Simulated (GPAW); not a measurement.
CdTe:

```
Te Cd
1.0
     0.00000    3.20500    3.20500
     3.20500    0.00000    3.20500
     3.20500    3.20500    0.00000
Te Cd
1 1
Direct
  0.75000 0.75000 0.75000
  0.00000 0.00000 0.00000
```

Base run:

| Item | Value |
| --- | --- |
| Program | GPAW 26.7.0 |
| Functional | TASK |
| Potentials or basis | GPAW PAW data sets (gpaw-data 1.2.1) |
| Cutoff | 600 eV |
| Basis | pw |
| k mesh | 6 × 6 × 6 |
| Occupations | fermi-dirac, width 0.05 eV |
| Spin | spin-orbit coupling, no magnetisation |

Its results: band gap on the k mesh 1.82 eV, direct.

Task: The run is repeated on the same cell with these changes: functional from TASK to vdW-DF; soc after scf from second variation without the xc potential to second variation. What comes out?

Result: Band gap on the k mesh 0.64 eV, direct.

Caveats: spin-orbit coupling was added after a scalar SCF, so levels and gaps hold it while energy, forces, pressure and moments don't; this program's spin-orbit splittings come out too wide for heavy elements.

Not every run made on this cell is shown here.
